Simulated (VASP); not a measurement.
**MoS2 under changes of volume**

One of the cells (19.361 Å³/atom); the others are scaled copies at fixed shape and fractional positions:

```xyz
3
Lattice="3.2488 0.0000 0.0000 -1.6244 2.8136 0.0000 0.0000 0.0000 6.3543" Properties=species:S:1:pos:R:3 pbc="T T T"
Mo    0.0000    0.0000    3.1771
S     1.6244    0.9379    4.7319
S     0.0000    1.8757    1.6224
```

Measurements of this composition are mostly on another form, of space group No. 194.

- Program: VASP 6.6.1
- Functional: PBEsol
- Potentials or basis: VASP PAW PBE potentials, release 64 (Mo_sv, S)
- Cutoff: 520 eV
- k mesh: 9 × 9 × 4
- Occupations: fermi-dirac, width 0.05 eV
- Spin: no spin polarisation

```tsv
volume (Å³/atom)	energy over the lowest point (meV/atom)	pressure (GPa)	largest force (eV/Å)
17.843	?	?	?
18.222	1.75	2.2	0.708
18.602	0.00	-0.8	0.354
19.361	15.89	-5.8	0.277
19.741	32.19	-8.0	0.559
20.120	53.30	-9.9	0.820
```

Task: What does the run at 17.843 Å³/atom give?

Result: Energy over the lowest point 10.99 meV/atom; pressure 5.5 GPa; largest force 1.091 eV/Å.

Worked out: A Birch-Murnaghan fit of order 3 (a polynomial in V^(-2/3)) to the other rows has its minimum at 18.51 Å³/atom with B0 = V·E''(V) = 141 GPa and B' = 4.3 at fixed shape and positions, which overstates the stiffness. It gives 10.93 meV/atom at 17.843 Å³/atom, against the run's 10.99, and -dE/dV = 5.6 GPa, against 5.5.

Energies are extrapolated to zero smearing.

Caveats: the PAW data sets were made with another functional, which shifts forces and pressure a little; this functional lacks dispersion, which binds the layers, so the pressure and a relaxed spacing across them are unreliable.
